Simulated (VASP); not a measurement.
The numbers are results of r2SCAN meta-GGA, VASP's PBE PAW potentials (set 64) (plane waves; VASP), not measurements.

A VASP calculation is set up with these files.

File POSCAR:
```
ZrO2
2.5459870
  0.0000000000   0.9999999039   0.9999999039
  0.9999999039   0.0000000000   0.9999999039
  0.9999999039   0.9999999039   0.0000000000
Zr O
1 2
Cart
  0.0000000000   0.0000000000   0.0000000000
  0.4999999519   0.4999999519   0.4999999519
  1.4999998558   1.4999998558   1.4999998558
```

**INCAR**
```
SYSTEM = ZrO2
PREC = Accurate
ENCUT = 600
EDIFF = 1E-7
NELM = 100
ALGO = Normal
LREAL = .FALSE.
LASPH = .TRUE.
ISMEAR = 0
SIGMA = 0.05
METAGGA = R2SCAN
LMIXTAU = .TRUE.
LMAXMIX = 4
LWAVE = .FALSE.
LCHARG = .FALSE.
ISIF = 2
```

KPOINTS:
```
Automatic
0
Gamma
 8 8 8
0 0 0
```

POTCAR, in this order: Zr_sv O (PBE.64 set). Program: vasp_std.

The resulting files:

### OUTCAR
```
 ion  position               nearest neighbor table
   1  0.000  0.000  0.000-   3 2.20   3 2.20   3 2.20   2 2.20   3 2.20   2 2.20   2 2.20   2 2.20
  LATTYP: Found a face centered cubic cell.
 ALAT       =     5.0919735106
 Subroutine PRICEL returns:
 Original cell was already a primitive cell.
 Subroutine GETGRP returns: Found 48 space group operations
The static configuration has the point symmetry O_h .
The dynamic configuration has the point symmetry O_h .
 Subroutine INISYM returns: Found 48 space group operations
 Subroutine IBZKPT returns following result:
 Found     29 irreducible k-points:

 Following reciprocal coordinates:
            Coordinates               Weight
  0.000000  0.000000  0.000000      1.000000
  0.125000  0.000000  0.000000      8.000000
  0.250000  0.000000  0.000000      8.000000
  0.375000  0.000000  0.000000      8.000000
  0.500000  0.000000  0.000000      4.000000
  0.125000  0.125000  0.000000      6.000000
  0.250000  0.125000  0.000000     24.000000
  0.375000  0.125000  0.000000     24.000000
  0.500000  0.125000  0.000000     24.000000
 -0.375000  0.125000  0.000000     24.000000
 -0.250000  0.125000  0.000000     24.000000
 -0.125000  0.125000  0.000000     12.000000
  0.250000  0.250000  0.000000      6.000000
  0.375000  0.250000  0.000000     24.000000
  0.500000  0.250000  0.000000     24.000000
 -0.375000  0.250000  0.000000     24.000000
 -0.250000  0.250000  0.000000     12.000000
  0.375000  0.375000  0.000000      6.000000
  0.500000  0.375000  0.000000     24.000000
 -0.375000  0.375000  0.000000     12.000000
  0.500000  0.500000  0.000000      3.000000
  0.375000  0.250000  0.125000     24.000000
  0.500000  0.250000  0.125000     48.000000
 -0.375000  0.250000  0.125000     24.000000
  0.500000  0.375000  0.125000     24.000000
 -0.375000  0.375000  0.125000     48.000000
 -0.250000  0.375000  0.125000     24.000000
 -0.375000  0.500000  0.125000     12.000000
 -0.250000  0.500000  0.250000      6.000000
   k-points           NKPTS =     29   k-points in BZ     NKDIM =     29   number of bands    NBANDS=     16
   number of dos      NEDOS =    301   number of ions     NIONS =      3
   total plane-waves  NPLWV =  27000
   dimension x,y,z NGX =    30 NGY =   30 NGZ =   30
   dimension x,y,z NGXF=    60 NGYF=   60 NGZF=   60
   ions per type =               1   2
   PREC   = accura    normal or accurate (medium, high low for compatibility)
   ISTART =      0    job   : 0-new  1-cont  2-samecut
   ICHARG =      2    charge: 1-file 2-atom 10-const
   ISPIN  =      1    spin polarized calculation?
   LNONCOLLINEAR =      F non collinear calculations
   LSORBIT =      F    spin-orbit coupling
   INIWAV =      1    electr: 0-lowe 1-rand  2-diag
   ENCUT  =  600.0 eV  44.10 Ry    6.64 a.u.   7.19  7.19  7.19*2*pi/ulx,y,z
   NELM   =    100;   NELMIN=  2; NELMDL= -5     # of ELM steps
   EDIFF  = 0.1E-06   stopping-criterion for ELM
   LREAL  =      F    real-space projection
   NLSPLINE    = F    spline interpolate recip. space projectors
   LMAXMIX     =    4 max onsite mixed and CHGCAR
   VOSKOWN=      0    Vosko Wilk Nusair interpolation
   EDIFFG = 0.1E-05   stopping-criterion for IOM
   NSW    =      0    number of steps for IOM
   NBLOCK =      1;   KBLOCK =      1    inner block; outer block
   IBRION =     -1    ionic relax: 0-MD 1-quasi-New 2-CG
   NFREE  =      0    steps in history (QN), initial steepest desc. (CG)
   ISIF   =      2    stress and relaxation
   ISYM   =      2    0-nonsym 1-usesym 2-fastsym
   TEIN   =    0.0    initial temperature
   TEBEG  =    0.0;   TEEND  =   0.0 temperature during run
   SMASS  =  -3.00    Nose mass-parameter (am)
   PSTRESS=    0.0 pullay stress
...
```

File OSZICAR:
```
       N       E                     dE             d eps       ncg     rms          rms(c)
DAV:   1     0.200450760758E+03    0.20045E+03   -0.16308E+04   928   0.177E+03
DAV:   2    -0.518372490582E+02   -0.25229E+03   -0.24736E+03  1240   0.421E+02
DAV:   3    -0.616440135522E+02   -0.98068E+01   -0.97957E+01  1504   0.854E+01
DAV:   4    -0.618910308096E+02   -0.24702E+00   -0.24695E+00  1208   0.991E+00
DAV:   5    -0.618942209903E+02   -0.31902E-02   -0.31901E-02  1360   0.958E-01    0.256E+01
DAV:   6    -0.451830539498E+02    0.16711E+02   -0.20174E+01  1232   0.429E+01    0.823E+00
DAV:   7    -0.463710081795E+02   -0.11880E+01   -0.22978E+00   992   0.135E+01    0.423E+00
DAV:   8    -0.462691205283E+02    0.10189E+00   -0.20776E+00  1016   0.153E+01    0.228E+00
DAV:   9    -0.456935462654E+02    0.57557E+00   -0.80439E-01   984   0.106E+01    0.122E+00
DAV:  10    -0.457862178469E+02   -0.92672E-01   -0.57124E-02  1048   0.298E+00    0.871E-01
DAV:  11    -0.457934983442E+02   -0.72805E-02   -0.59153E-03   976   0.107E+00    0.811E-01
DAV:  12    -0.458531246620E+02   -0.59626E-01   -0.26186E-02   928   0.156E+00    0.533E-01
DAV:  13    -0.458612158676E+02   -0.80912E-02   -0.24452E-02  1080   0.131E+00    0.109E-01
DAV:  14    -0.458611787533E+02    0.37114E-04   -0.53407E-04  1016   0.287E-01    0.677E-02
DAV:  15    -0.458611407007E+02    0.38053E-04   -0.21763E-04  1040   0.221E-01    0.536E-02
DAV:  16    -0.458616964108E+02   -0.55571E-03   -0.70401E-04  1008   0.256E-01    0.191E-02
DAV:  17    -0.458617031331E+02   -0.67224E-05   -0.38929E-05  1264   0.613E-02    0.259E-02
DAV:  18    -0.458617060330E+02   -0.28998E-05   -0.64902E-05  1056   0.636E-02    0.398E-03
DAV:  19    -0.458617068862E+02   -0.85323E-06   -0.16020E-06  1160   0.155E-02    0.320E-03
DAV:  20    -0.458617085723E+02   -0.16861E-05   -0.16531E-06  1040   0.123E-02    0.109E-03
DAV:  21    -0.458617085404E+02    0.31900E-07   -0.84200E-08   784   0.419E-03
   1 F= -.45861709E+02 E0= -.45861709E+02  d E =-.595825E-19
```

File OUTCAR:
```
------------------------ aborting loop because EDIFF is reached ----------------------------------------
  FORCE on cell =-STRESS in cart. coord.  units (eV):
  Direction    XX          YY          ZZ          XY          YZ          ZX
  --------------------------------------------------------------------------------------
  Total       -0.0580482     -0.0580482     -0.0580482      0.0000000      0.0000000      0.0000000
  in kB       -2.8177405     -2.8177405     -2.8177405      0.0000000      0.0000000      0.0000000
  external PRESSURE =      -2.8177405 kB  Pullay stress =       0.0000000 kB
  volume of cell :       33.01
      direct lattice vectors                 reciprocal lattice vectors
     0.000000000  2.545986755  2.545986755    -0.196387510  0.196387510  0.196387510
     2.545986755  0.000000000  2.545986755     0.196387510 -0.196387510  0.196387510
     2.545986755  2.545986755  0.000000000     0.196387510  0.196387510 -0.196387510
 POSITION                                       TOTAL-FORCE (eV/Angst)
 -----------------------------------------------------------------------------------
      0.00000      0.00000      0.00000         0.000000     -0.000000     -0.000000
      1.27299      1.27299      1.27299         0.000000      0.000000      0.000000
      3.81898      3.81898      3.81898        -0.000000     -0.000000     -0.000000
 -----------------------------------------------------------------------------------
    total drift:                                0.000000     -0.000000      0.000000
  FREE ENERGIE OF THE ION-ELECTRON SYSTEM (eV)
  ---------------------------------------------------
  free  energy   TOTEN  =       -45.8617085404 eV

  energy  without entropy=      -45.8617085404  energy(sigma->0) =      -45.86170854
```
(Selected blocks of OUTCAR.)

**OUTCAR**
```
 val. band max:        6.8997950933   @ k =   0.5000   0.5000   0.0000

 cond. band min:      10.7683033655   @ k =   0.0000   0.0000   0.0000


 Fermi energy:         7.1979524131

 k-point     1 :       0.0000    0.0000    0.0000
  band No.  band energies     occupation
      1     -42.6939      2.00000
      2     -19.7878      2.00000
      3     -19.7878      2.00000
      4     -19.7878      2.00000
      5     -12.2891      2.00000
      6      -9.7627      2.00000
      7       1.5883      2.00000
      8       1.5883      2.00000
      9       1.5883      2.00000
     10       6.3514      2.00000
     11       6.3514      2.00000
     12       6.3514      2.00000
     13      10.7683      0.00000
     14      10.7683      0.00000
     15      14.0689      0.00000
     16      16.8577      0.00000

 k-point     2 :       0.1250    0.0000    0.0000
  band No.  band energies     occupation
      1     -42.6868      2.00000
      2     -19.9064      2.00000
      3     -19.7982      2.00000
      4     -19.7982      2.00000
      5     -12.0665      2.00000
      6      -9.9146      2.00000
      7       1.7414      2.00000
      8       1.7414      2.00000
      9       2.0086      2.00000
     10       5.9864      2.00000
     11       6.0850      2.00000
     12       6.0850      2.00000
     13      11.0394      0.00000
     14      11.0394      0.00000
     15      14.5243      0.00000
     16      16.3347      0.00000

 k-point     3 :       0.2500    0.0000    0.0000
  band No.  band energies     occupation
      1     -42.6697      2.00000
      2     -20.1720      2.00000
      3     -19.8232      2.00000
      4     -19.8232      2.00000
      5     -11.5943      2.00000
      6     -10.1831      2.00000
      7       2.1194      2.00000
      8       2.1194      2.00000
      9       3.0025      2.00000
     10       5.2519      2.00000
     11       5.5998      2.00000
     12       5.5998      2.00000
     13      11.4365      0.00000
...
```

The compound is ZrO2 in the fluorite structure, the high-temperature cubic form, which is unstable at 0 K; the monoclinic form is the stable one. It was relaxed first.
